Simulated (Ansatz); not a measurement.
Crystal: Ir.

```
CELL_PARAMETERS angstrom
0.00000 1.91560 1.91560
1.91560 0.00000 1.91560
1.91560 1.91560 0.00000
ATOMIC_POSITIONS crystal
Ir 0.00000 0.00000 0.00000
```

* Program: Ansatz 0.2.0
* Task: single point
* Functional: PBEsol
* Potentials or basis: Ansatz PAW
* Cutoff: 420 eV (not typed: the program's choice for these potentials)
* k mesh: 12 × 12 × 12
* Occupations: fermi-dirac, width 0.05 eV
* Spin: no spin polarisation

On this cell: pressure -0.7 GPa; band gap on the k mesh none (metal or under the smearing width).

The same run follows on a disturbed copy (cell strained at random at fixed volume):

```
Ir
1.0
    -0.00903    1.95837    1.93892
     1.89839    0.02290    1.90699
     1.89968    1.92773    0.02161
Ir
1
Direct
  0.99766 0.99684 0.98575
```

Task: What changes?

Result: The energy (extrapolated to zero smearing) moves by +12.7 meV/atom; pressure -0.3 GPa; band gap on the k mesh none (metal or under the smearing width).

Stress tensor (GPa, compression positive):
```
 1.86  1.23  1.73
 1.23 -3.39 -8.30
 1.73 -8.30  0.63
```

Caveats: the PAW data sets come from PBE, with cores solved anew for the run's functional, which leaves a small shift of forces and pressure.
